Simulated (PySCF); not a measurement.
**BeTe under changes of volume**

One of the cells (21.254 Å³/atom); the others are scaled copies at fixed shape and fractional positions:

```xyz
2
Lattice="0.0000 2.7700 2.7700 2.7700 0.0000 2.7700 2.7700 2.7700 0.0000" Properties=species:S:1:pos:R:3 pbc="T T T"
Te    4.1550    4.1550    4.1550
Be    0.0000    0.0000    0.0000
```

```yaml
Program: PySCF 2.14.0
Functional: PBEsol
Potentials_or_basis: DZVP-MOLOPT-SR/GTH-PBE (potentials made for PBE)
k_mesh: 2 × 2 × 2
Occupations: fermi-dirac, width 0.05 eV
Spin: no spin polarisation
```

| volume (Å³/atom) | energy over the lowest point (meV/atom) | gap on the mesh (eV) |
| --- | --- | --- |
| 19.979 | ? | ? |
| 20.404 | 158.32 | 2.27 |
| 20.829 | 116.57 | 2.30 |
| 21.254 | 80.31 | 2.34 |
| 21.679 | 49.06 | 2.37 |
| 22.104 | 22.42 | 2.40 |
| 22.529 | 0.00 | 2.43 |

Problem. What does the run at 19.979 Å³/atom give?

Solution. Energy over the lowest point 206.08 meV/atom; gap on the mesh 2.23 eV.

Worked out: A Birch-Murnaghan fit of order 3 (a polynomial in V^(-2/3)) to the other rows has no minimum within the range. It gives 206.06 meV/atom at 19.979 Å³/atom, against the run's 206.08. A straight line through the other rows of the gap, of slope 1.63 eV per unit of ln V, extrapolates to 2.24 eV, against the run's 2.23.

Energies are extrapolated to zero smearing.

Caveats: all runs use coarse meshes; the potentials were made for another functional, which shifts forces and pressure; spin-orbit coupling is left out, which moves the levels of the heavy elements; the basis of atomic orbitals isn't converged, which shifts pressures, moduli and gaps.

A mesh can miss the band edges.
